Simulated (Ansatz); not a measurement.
# SnS: the cost of one run

Method: DFT PBEsol, scalar-relativistic, plane waves, PAW, in Ansatz 0.2.0.

3 further runs of the same task are left out: 1 that didn't finish, 2 set aside as unsound or not needed.

## Step 1: The structure to begin with

It takes space group Pnma (No. 62, orthorhombic). The conventional cell has a = 11.097 Å, b = 3.984 Å, c = 4.232 Å, α = 90.00°, β = 90.00°, γ = 90.00°. Around Sn (site symmetry m) lie 3 S at 2.63 to 2.67 Å. S (site symmetry m) is surrounded by 3 Sn at 2.63 to 2.67 Å.

Structure file:

```cif
data_structure
_symmetry_space_group_name_H-M 'P 1'
_symmetry_Int_Tables_number 1
_cell_length_a 5.8122
_cell_length_b 5.8122
_cell_length_c 11.0968
_cell_angle_alpha 90.000
_cell_angle_beta 90.000
_cell_angle_gamma 93.446
_cell_volume 374.19
loop_
_atom_site_label
_atom_site_type_symbol
_atom_site_fract_x
_atom_site_fract_y
_atom_site_fract_z
_atom_site_occupancy
Sn1 Sn 0.06992 0.18008 0.11858 1
Sn2 Sn 0.56992 0.68008 0.11858 1
Sn3 Sn 0.06992 0.68008 0.38142 1
Sn4 Sn 0.56992 0.18008 0.38142 1
Sn5 Sn 0.93008 0.31992 0.61858 1
Sn6 Sn 0.43008 0.81992 0.61858 1
Sn7 Sn 0.93008 0.81992 0.88142 1
Sn8 Sn 0.43008 0.31992 0.88142 1
S1 S 0.88762 0.36238 0.85335 1
S2 S 0.38762 0.86238 0.85335 1
S3 S 0.88762 0.86238 0.64665 1
S4 S 0.38762 0.36238 0.64665 1
S5 S 0.11238 0.13762 0.35335 1
S6 S 0.61238 0.63762 0.35335 1
S7 S 0.11238 0.63762 0.14665 1
S8 S 0.61238 0.13762 0.14665 1
```

It is built from the cell relaxed beforehand with the same method (23.39 Å³/atom).

## Step 2: Reference: the perfect supercell

input.yaml

```yaml
crystal:
  lattice:
    - [0.0, 3.9844085433, -4.2315422556]
    - [0.0, 3.9844085433, 4.2315422556]
    - [11.0967528072, 0.0, 0.0]
  atoms:
    - { symbol: Sn, position: [0.0699152782, 0.1800847218, 0.1185767312] }
    - { symbol: Sn, position: [0.5699152782, 0.6800847218, 0.1185767312] }
    - { symbol: Sn, position: [0.0699152782, 0.6800847218, 0.3814232688] }
    - { symbol: Sn, position: [0.5699152782, 0.1800847218, 0.3814232688] }
    - { symbol: Sn, position: [0.9300847218, 0.3199152782, 0.6185767312] }
    - { symbol: Sn, position: [0.4300847218, 0.8199152782, 0.6185767312] }
    - { symbol: Sn, position: [0.9300847218, 0.8199152782, 0.8814232688] }
    - { symbol: Sn, position: [0.4300847218, 0.3199152782, 0.8814232688] }
    - { symbol: S, position: [0.887623258, 0.362376742, 0.8533462265] }
    - { symbol: S, position: [0.387623258, 0.862376742, 0.8533462265] }
    - { symbol: S, position: [0.887623258, 0.862376742, 0.6466537735] }
    - { symbol: S, position: [0.387623258, 0.362376742, 0.6466537735] }
    - { symbol: S, position: [0.112376742, 0.137623258, 0.3533462265] }
    - { symbol: S, position: [0.612376742, 0.637623258, 0.3533462265] }
    - { symbol: S, position: [0.112376742, 0.637623258, 0.1466537735] }
    - { symbol: S, position: [0.612376742, 0.137623258, 0.1466537735] }
  symmetry: { detect: false }
basis:
  ecutwfc: 420
kpoints:
  mp_grid: { grid: [2, 2, 1], shift: [0.5, 0.5, 0.0] }
hamiltonian:
  xc: pbesol
scf:
  occupations: { method: gaussian, width: 0.02 }
output:
  forces: true
  stress: true
  eigenvalues: true
```

Run with:

```bash
ansatz run input.yaml --threads 4 --pin off --max-ram 9216MiB --backend cpu --events-out ev --progress --plain --runs-dir out
```

Q: Estimate wall time and peak memory on 4 threads of Arm Neoverse V1, shared host.

About 2.6 s, with a peak of 0.64 GiB.
